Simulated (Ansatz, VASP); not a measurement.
One calculation of AlN, two programs

```
Al N
1.0
     0.00000    1.80699    1.80699
     1.80699    0.00000    1.80699
     1.80699    1.80699    0.00000
Al N
1 1
Cartesian
  0.0000 0.0000 0.0000
  1.8070 1.8070 1.8070
```

Alike in both runs: functional PBE; k mesh 17 × 17 × 17; occupations fermi-dirac, width 0.08 eV; no spin polarisation.

Ansatz relaxed the structure, and its values are those at the end. VASP's run is a single point on that final structure, the one shown.

```csv
,VASP,Ansatz
version,VASP 6.6.1,Ansatz 0.2.0
potentials or method,"VASP PAW PBE potentials, release 64 (Al, N), cutoff 520 eV","all-electron LAPW, scalar-relativistic"
```

```csv
,VASP,Ansatz,Ansatz less VASP
gap on the k mesh at the Fermi level (eV),4.48,4.51,+0.029
```

Ansatz ran all-electron here, so the differences hold the error of VASP's frozen core and of both bases.

Caveats: an odd mesh through Γ misses points on the zone boundary, where band edges often lie.
